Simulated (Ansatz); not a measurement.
WC (Qusongite):

```
CELL_PARAMETERS angstrom
2.90650 0.00000 0.00000
-1.45325 2.51710 0.00000
0.00000 0.00000 2.83660
ATOMIC_POSITIONS crystal
W 0.00000 0.00000 0.00000
C 0.66667 0.33333 0.50000
```

```yaml
Program: Ansatz 0.2.0
Task: relaxation of cell and atoms
Functional: LDA
Potentials_or_basis: Ansatz PAW
Cutoff: "420 eV (not typed: the program's choice for these potentials)"
k_mesh: 10 × 10 × 9
Occupations: fermi-dirac, width 0.05 eV
Spin: no spin polarisation
```

At the start: volume 10.38 Å³/atom.

**Question.** How do energy, volume and symmetry change on relaxing?

**Answer.** It ends after 8 steps and the volume is 10.13 Å³/atom (-2.4 %); space group P-6m2 (No. 187, to 0.05 Å).

Step by step:
| step | energy change (eV) | largest force (eV/Å) | volume (Å³) |
| --- | --- | --- | --- |
| 1 | 0.0000 | 0.0000 | 20.75 |
| 2 | -0.0119 | 0.0000 | 19.99 |
| 3 | -0.0159 | 0.0000 | 20.28 |
| 4 | -0.0164 | 0.0000 | 20.27 |
| 5 | -0.0165 | 0.0000 | 20.26 |
| 6 | -0.0155 | 0.0000 | 20.26 |
| 7 | -0.0155 | 0.0000 | 20.26 |
| 8 | -0.0155 | 0.0000 | 20.26 |

Final structure:
```
CELL_PARAMETERS angstrom
2.88465 0.00000 0.00000
-1.44232 2.49818 0.00000
0.00000 0.00000 2.81142
ATOMIC_POSITIONS crystal
W 0.00000 0.00000 0.00000
C 0.66667 0.33333 0.50000
```

Caveat: the plane-wave basis is chosen anew once the cell has moved, so the energies of steps on either side of that aren't comparable; the pressure holds a Pulay correction of +0.4 GPa for the finite cutoff; the PAW data sets come from PBE, with cores solved anew for the run's functional, which leaves a small shift of forces and pressure.
